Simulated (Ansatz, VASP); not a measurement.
**One calculation of Sb, two programs**

```
CELL_PARAMETERS angstrom
2.19361 1.26648 3.74400
-2.19361 1.26648 3.74400
0.00000 -2.53297 3.74400
ATOMIC_POSITIONS crystal
Sb 0.23364 0.23364 0.23364
Sb 0.76636 0.76636 0.76636
```

Change from the starting cell: equal xx and yy strain of +2 %.

Alike in both runs: task single point; functional PBEsol; k mesh 9 × 9 × 9; occupations fermi-dirac, width 0.05 eV; no spin polarisation.

```csv
,VASP,Ansatz
version,VASP 6.6.1,Ansatz 0.2.0
potentials or method,"VASP PAW PBE potentials, release 64 (Sb), cutoff 520 eV","all-electron LAPW, scalar-relativistic"
```

|  | VASP | Ansatz | Ansatz less VASP |
| --- | --- | --- | --- |
| pressure (GPa) | -1.7 | -1.9 | -0.13 |
| largest component of the traceless stress (GPa) | 0.45 | 0.50 | +0.044 |
| rms of the force components (eV/Å) | 0.017 | 0.009 | -0.0081 |

Atom by atom the forces differ by 0.026 eV/Å (rms over components). Ansatz ran all-electron here, so the differences hold the error of VASP's frozen core and of both bases.

Caveats: the PAW data sets were made with another functional, which shifts forces and pressure a little (VASP).
